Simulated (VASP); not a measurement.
Wanted: the native input for a VASP 6.6.1 run.

```yaml
Task: relaxation of cell and atoms
Functional: PW91
Potentials_or_basis: VASP PAW PBE potentials, release 64 (Bi_d, Cs_sv, Ag, Br)
Cutoff: 600 eV
k_mesh: 3 × 3 × 3
Occupations: fermi-dirac, width 0.05 eV
Spin: no spin polarisation
Further_INCAR_settings: ALGO = Fast; EDIFF = 1e-06; IBRION = 2; EDIFFG = -0.005; NSW = 40; ISIF = 3
```

The structure of Cs2AgBiBr6 lies in POSCAR:

```
Cs2AgBiBr6
1.0
    0.0000000000      5.6161000000      5.6161000000
    5.6161000000      0.0000000000      5.6161000000
    5.6161000000      5.6161000000      0.0000000000
Bi Cs Ag Br
1 2 1 6
Direct
    0.0000000000      0.0000000000      0.0000000000
    0.7500000000      0.7500000000      0.7500000000
    0.2500000000      0.2500000000      0.2500000000
    0.5000000000      0.5000000000      0.5000000000
    0.7494500000      0.7494500000      0.2505500000
    0.2505500000      0.2505500000      0.7494500000
    0.7494500000      0.2505500000      0.2505500000
    0.7494500000      0.2505500000      0.7494500000
    0.2505500000      0.7494500000      0.7494500000
    0.2505500000      0.7494500000      0.2505500000
```

These files were run (other wordings do the same):

INCAR

```
SYSTEM = Cs2AgBiBr6
PREC = Accurate
ENCUT = 600
EDIFF = 1E-6
ISMEAR = -1
SIGMA = 0.05
LREAL = .False.
LASPH = .True.
NELM = 60
ALGO = Fast
ISIF = 3
LWAVE = .False.
LCHARG = .False.
GGA = 91
IBRION = 2
NSW = 40
EDIFFG = -0.005
```

KPOINTS

```
Automatic mesh
0
Gamma
  3 3 3
  0 0 0
```

Potentials or basis: VASP PAW PBE potentials, release 64 (Bi_d, Cs_sv, Ag, Br).

Run with:

```console
$ cat potpaw_PBE.64/Bi_d/POTCAR potpaw_PBE.64/Cs_sv/POTCAR potpaw_PBE.64/Ag/POTCAR potpaw_PBE.64/Br/POTCAR > POTCAR
$ mpirun -np 1 vasp_std > vasp.out
```

Results of the run:

- Relaxed volume: 37.69 Å³/atom
- Relaxed cell: a = 8.108 Å, b = 8.108 Å, c = 8.108 Å, α = 60.00°, β = 60.00°, γ = 60.00°
- Space group after relaxing (to 0.05 Å): Fm-3m (No. 225)
- Energy gained by relaxing: 13.1 meV/atom
- Ionic steps: 7
- Pressure after relaxing: 0.0 GPa
- Band gap on the k mesh: 1.89 eV, indirect (least direct gap 2.46 eV)

Caveat: the PAW data sets were made with another functional, which shifts forces and pressure a little; spin-orbit coupling is left out, which as a rule narrows the gap of such compounds by several tenths of an eV; an odd mesh through Γ misses points on the zone boundary, where band edges often lie.

It took 6.6 min on 1 thread of Intel(R) Xeon(R) 6975P-C (Granite Rapids) (shared host), peak memory 0.69 GiB.
